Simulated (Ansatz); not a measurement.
Theory: Ansatz 0.2.0, DFT PBE, scalar-relativistic, plane waves, PAW. Settings: cutoff 420 eV, Γ-centred meshes spaced at most about 0.3 Å⁻¹ (2π included), Gaussian smearing. No spin polarisation.

All energies are static (0 K, no zero-point motion).

Two forms of WSe2 were relaxed alike.

A.

Space group P-3m1 (No. 164). a = 3.321 Å, b = 3.321 Å, c = 38.770 Å, α = 90.00°, β = 90.00°, γ = 120.00°
```csv
atom,site,symmetry,x,y,z
W,2d,3m.,0.6667,0.3333,0.9017
W,2d,3m.,0.6667,0.3333,0.2946
Se,2d,3m.,0.3333,0.6667,0.9450
Se,2d,3m.,0.3333,0.6667,0.3379
Se,2d,3m.,0.6667,0.3333,0.7487
Se,2d,3m.,0.6667,0.3333,0.1416
```

B.

Space group P-6m2 (No. 187). a = 3.321 Å, b = 3.321 Å, c = 16.654 Å, α = 90.00°, β = 90.00°, γ = 120.00°
```tsv
atom	site	symmetry	x	y	z
W	1a	-6m2	0.0000	0.0000	0.0000
Se	2h	3m.	0.3333	0.6667	0.1008
```

Question: Which would you expect to be lower, and how large is the difference?

Answer: They are level within the accuracy (1 meV/atom apart, with A the lower in these runs). A has space group P-3m1 (No. 164), 30.9 Å³/atom and a gap of 1.51 eV on its mesh; B has space group P-6m2 (No. 187), 53.0 Å³/atom and a gap of 1.55 eV. Counting Se atoms around W (those within 1.25 times the shortest such distance or 1.15 times the sum of covalent radii), A and B both have W 6. Origin: A and B, each reached from a Materials Project cell. The lowest form computed isn't among them: it has the 2H molybdenite type, space group P6_3/mmc (No. 194), 24.3 Å³/atom, is reached from a cell as deposited in COD and lies under 1 meV/atom below the best shown.

Weakly bound directions are ill-defined at this level, which has no dispersion term (P-3m1, P-6m2), and this can change margins and order among such cells. Spin–orbit coupling, which can matter for W, is left out. Kohn–Sham gaps at this level usually fall short of measured ones. Some types were kept out of the candidates beforehand, so the set may lack a known form.

A and B are not competing bonding arrangements but the same WSe2 layer in different surroundings: B is an isolated monolayer, A a slab of several layers with a wide empty region between its periodic images. The in-plane lattice constant is 3.321 Å in both, and W sits in a trigonal prism of Se in each. The strong W–Se bonds within the layers are therefore essentially unchanged, which explains the near tie in energy; the different volumes per atom mostly measure empty space, not packing.

The similar gaps fit this picture. Prismatic W(IV) is d², with a filled band of largely dz² character separated from the empty d states. In real multilayers, overlap between layers through Se pz and W dz² states pushes up the valence band at Γ and narrows the gap markedly. Here the layers in A lie further apart than in the known crystal, which probably mutes that effect. The near tie therefore shouldn't be read as a negligible exfoliation energy.
